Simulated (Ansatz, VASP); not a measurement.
## ZnCu: VASP beside Ansatz

INCAR

```
PREC = Accurate
ENCUT = 520
EDIFF = 1E-7
ISMEAR = -1
SIGMA = 0.05
LREAL = F
LASPH = T
NELM = 80
ALGO = Normal
ISIF = 2
LWAVE = F
LCHARG = F
GGA = PE
NBANDS = 18
```

KPOINTS

```
regular mesh
0
Gamma
  9 9 9
```

File POSCAR:

```
ZnCu
1.0
    2.9645038797      0.0000000000      0.0000000000
    0.0000000000      2.9645038797      0.0000000000
    0.0000000000      0.0000000000      2.9645038797
Zn Cu
1 1
Direct
    0.5000000000      0.5000000000      0.5000000000
    0.0000000000      0.0000000000      0.0000000000
```

The input input.yaml:

```yaml
crystal:
  lattice:
    - [2.9645038797, 0.0, 0.0]
    - [0.0, 2.9645038797, 0.0]
    - [0.0, 0.0, 2.9645038797]
  atoms:
    - { symbol: Zn, position: [0.5, 0.5, 0.5] }
    - { symbol: Cu, position: [0.0, 0.0, 0.0] }
hamiltonian:
  xc: pbe
  pseudopotentials: { kind: paw }
kpoints:
  mp_grid: { grid: [9, 9, 9] }
scf:
  occupations: { method: fermi_dirac, width: 0.05 }
output:
  forces: true
  stress: true
  eigenvalues: true
```

Change from the starting cell: volume scaled by 1.02.

Alike in both runs: task single point; functional PBE; k mesh 9 × 9 × 9; occupations fermi-dirac, width 0.05 eV; no spin polarisation.

|  | VASP | Ansatz |
| --- | --- | --- |
| version | VASP 6.6.1 | Ansatz 0.2.0 |
| potentials or method | VASP PAW PBE potentials, release 64 (Zn, Cu) | Ansatz PAW |
| plane-wave cutoff (eV) | 520 | 420 |
| valence electrons in the cell | 23 | 31 |

```csv
,VASP,Ansatz,Ansatz less VASP
gap on the k mesh at the Fermi level (eV),none,none,-
pressure (GPa),0.7,0.2,-0.53
```

A gap of «none» marks a metal or a gap that the smearing closes. The two sets of potentials don't hold the same shells in valence.
